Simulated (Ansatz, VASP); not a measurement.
# Two plane-wave programs on CdS

Contents of POSCAR:

```
CdS
1.0
    0.0000000000      2.6129729345      2.6129729345
    2.6129729345      0.0000000000      2.6129729345
    2.6129729345      2.6129729345      0.0000000000
Cd S
1 1
Direct
    0.0000000000      0.0000000000      0.0000000000
    0.5000000000      0.5000000000      0.5000000000
```

The input INCAR.step1:

```
SYSTEM = CdS
  PREC = Accurate
  ENCUT = 520
  ISMEAR = -1
  SIGMA = 0.05
  LREAL = .False.
  LASPH = .True.
  NELM = 80
  NBANDS = 16
  GGA = PE
  ALGO = Normal
  EDIFF = 1E-4
  LWAVE = .True.
  LCHARG = .False.
```

Contents of INCAR.step2:

```
SYSTEM = CdS
  PREC = Accurate
  ENCUT = 520
  EDIFF = 1E-6
  ISMEAR = -1
  SIGMA = 0.05
  LREAL = .False.
  LASPH = .True.
  NELM = 80
  ALGO = Normal
  ISIF = 2
  LWAVE = .False.
  LCHARG = .True.
  METAGGA = R2SCAN
  LMIXTAU = .True.
  LELF = .True.
  LVHAR = .True.
  NBANDS = 16
  ISTART = 1
```

File KPOINTS:

```
regular mesh
0
Gamma
  14 14 14
  0 0 0
```

Input for Ansatz:

```yaml
crystal:
  lattice:
    - [0.0, 2.6129729345, 2.6129729345]
    - [2.6129729345, 0.0, 2.6129729345]
    - [2.6129729345, 2.6129729345, 0.0]
  atoms:
    - { symbol: Cd, position: [0.0, 0.0, 0.0] }
    - { symbol: S, position: [0.5, 0.5, 0.5] }
kpoints:
  mp_grid: { grid: [14, 14, 14] }
  band_path:
    path:
      - [0.0, 0.0, 0.0]
      - [0.5, 0.0, 0.5]
      - [0.625, 0.25, 0.625]
      - [0.375, 0.375, 0.75]
      - [0.0, 0.0, 0.0]
      - [0.5, 0.5, 0.5]
      - [0.5, 0.25, 0.75]
      - [0.5, 0.0, 0.5]
    npoints: 8
scf:
  occupations: { method: fermi_dirac, width: 0.05 }
hamiltonian:
  xc: r2scan
  pseudopotentials: { kind: paw }
output:
  forces: true
  stress: true
  eigenvalues: true
  populations: true
  dos: { projected: true, de: 0.2, e_range: [-14, 8] }
  write_density: true
  write_potential: true
  elf: true
  volumetric_format: npy
```

Change from the starting cell: volume scaled by 0.88, PAW files.

Alike in both runs: task single point; functional r2SCAN; k mesh 14 × 14 × 14; occupations fermi-dirac, width 0.05 eV; no spin polarisation.

```csv
,VASP,Ansatz
version,VASP 6.6.1,Ansatz 0.2.0
potentials or method,"VASP PAW PBE potentials, release 64 (Cd, S)","PAW with Ansatz's default frozen-core files, scalar-relativistic"
plane-wave cutoff (eV),520,500
valence electrons in the cell,18,26
```

|  | VASP | Ansatz | Ansatz less VASP |
| --- | --- | --- | --- |
| pressure (GPa) | 15.0 | 14.1 | -0.86 |

With one functional, cell and mesh, what is left measures potentials, basis and numerics. The two sets of potentials don't hold the same shells in valence.

Caveats: the PAW data sets were made with another functional, which shifts forces and pressure a little (VASP). A k mesh can miss the band edges.
